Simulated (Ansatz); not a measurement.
# Zr (diamond type): the cost of one run

Method: DFT PBE, with the methods named in each step, in Ansatz 0.2.0.

This is Zr in the diamond structure; at room conditions it is hcp.

## (1) The structure to begin with

The structure is cubic, space group Fd-3m (No. 227). The conventional cell has a = 6.162 Å, b = 6.162 Å, c = 6.162 Å, α = 90.00°, β = 90.00°, γ = 90.00°. Zr (site symmetry -43m) has 4 Zr at 2.67 Å in its first shell of neighbours.

Structure file:

```cif
data_structure
_symmetry_space_group_name_H-M 'Fd-3m:1'
_symmetry_Int_Tables_number 227
_cell_length_a 6.1624
_cell_length_b 6.1624
_cell_length_c 6.1624
_cell_angle_alpha 90.000
_cell_angle_beta 90.000
_cell_angle_gamma 90.000
_cell_volume 234.02
loop_
_atom_site_label
_atom_site_type_symbol
_atom_site_symmetry_multiplicity
_atom_site_Wyckoff_symbol
_atom_site_fract_x
_atom_site_fract_y
_atom_site_fract_z
_atom_site_occupancy
Zr1 Zr 8 b 0.00000 0.50000 0.00000 1
```

The file gives the conventional cell by its symmetry; the runs use the cell typed in the input.

Atoms are numbered in the order of the input: Zr1, Zr2.

## (2) The bond as given, LAPW

The input, input.yaml:

```yaml
crystal:
  lattice:
    - [0.0, 3.0812078526, 3.0812078526]
    - [3.0812078526, 0.0, 3.0812078526]
    - [3.0812078526, 3.0812078526, 0.0]
  atoms:
    - { symbol: Zr, position: [-0.125, -0.125, -0.125] }
    - { symbol: Zr, position: [0.125, 0.125, 0.125] }
kpoints:
  mp_grid: { grid: [9, 9, 9] }
scf:
  occupations: { method: fermi_dirac, width: 0.05 }
hamiltonian:
  xc: pbe
  pseudopotentials: { kind: all_electron, lapw: { basis_error: 0.001 } }
output:
  forces: true
  stress: true
  eigenvalues: true
  populations: true
```

On the command line:

```console
> ansatz run input.yaml --threads 1 --pin off --max-ram 2048MiB --backend cpu --events-out ev --progress --plain --runs-dir out
```

What time and memory should one allow on 1 thread of Arm Neoverse V1, shared host?

About 14 s, with a peak of 0.31 GiB.
